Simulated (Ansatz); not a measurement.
YN:

```xyz
2
Lattice="0.0000 2.4385 2.4385 2.4385 0.0000 2.4385 2.4385 2.4385 0.0000" Properties=species:S:1:pos:R:3 pbc="T T T"
Y     0.0000    0.0000    0.0000
N     2.4385    2.4385    2.4385
```

Program: Ansatz 0.2.0. Alike in all runs: task band structure; potentials or basis Ansatz PAW; no spin polarisation; cell as given; k mesh 9 × 9 × 9; smearing fermi-dirac 0.05 eV.

Question: Order these runs on this cell by their pressure, lowest first.
A. level r2SCAN; cutoff (eV) 500
B. level PBEsol; cutoff (eV) 420
C. level LDA; cutoff (eV) 420

Answer: C (-6.0 GPa), B (-2.1 GPa), A (2.0 GPa).

Caveats: the PAW data sets come from PBE, with cores solved anew for the run's functional, which leaves a small shift of forces and pressure.

Runs at the PBE level aren't shown here.
